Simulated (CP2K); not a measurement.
Runs of CP2K 2026.2 on HfO2. Symmetry: Fm-3m, No. 225, cubic system. Conventional cell: a = 5.115 Å, b = 5.115 Å, c = 5.115 Å, α = 90.00°, β = 90.00°, γ = 90.00°. Hf (site symmetry m-3m) is surrounded by 8 O at 2.21 Å. Around O (site symmetry -43m) lie 4 Hf at 2.21 Å. Measurements of this composition are mostly on another form, of space group No. 14.

```csv
level,potentials or basis,smearing,EPS_DEFAULT,NGRIDS,points a segment of the path (NPOINTS),bands added on the path,CUTOFF of the grids,gap on the mesh (eV),pressure (GPa)
PBEsol,"POTENTIAL_UZH Hf GTH-PBE-q12, O GTH-PBE-q6; TZVP-MOLOPT-PBE-GTH basis",fermi-dirac 0.01 eV,1.0E-10,5,6,4,600 Ry,3.87,(b)
TB-mBJ,"POTENTIAL_UZH Hf GTH-PBE-q12, O GTH-PBE-q6; TZVP-MOLOPT-PBE-GTH basis",fermi-dirac 0.05 eV,1.0E-9,5,8,4,850 Ry,4.25,-
r2SCAN,"POTENTIAL_UZH Hf GTH-SCAN-q12, O GTH-SCAN-q6; TZVP-MOLOPT-SCAN-GTH basis",fermi-dirac 0.01 eV,1.0E-9,5,8,2,850 Ry,(a),-15.5
LDA,"GTH_POTENTIALS Hf GTH-PADE-q12, O GTH-PADE-q6; TZVP-MOLOPT-PBE-GTH basis",fermi-dirac 0.05 eV,1.0E-9,4,6,4,600 Ry,3.73,-30.3
```

Alike in all rows: task band structure; no spin polarisation; cell as given; k mesh 9 × 9 × 9.

Problem. Estimate the missing entries.

Solution. (a) 4.27; (b) -13.9.

Caveats: spin-orbit coupling is left out, which moves the levels of the heavy elements; the basis of atomic orbitals isn't converged, which shifts pressures, moduli and gaps; the potentials were made for another functional, which shifts forces and pressure (some runs); the mesh misses the band edges, which the band path finds closer together (some runs); this is a model potential without an energy functional, so only levels have meaning (some runs); so large a pressure means that the cell lies far from this level's equilibrium, or that cutoff or potentials fall short (some runs); a pressure of tens of GPa on the cell as given is suspect, and the run, the potentials or the cell itself is likely at fault (some runs).

A k mesh can miss the band edges, and the runs leave out spin-orbit coupling on Hf.
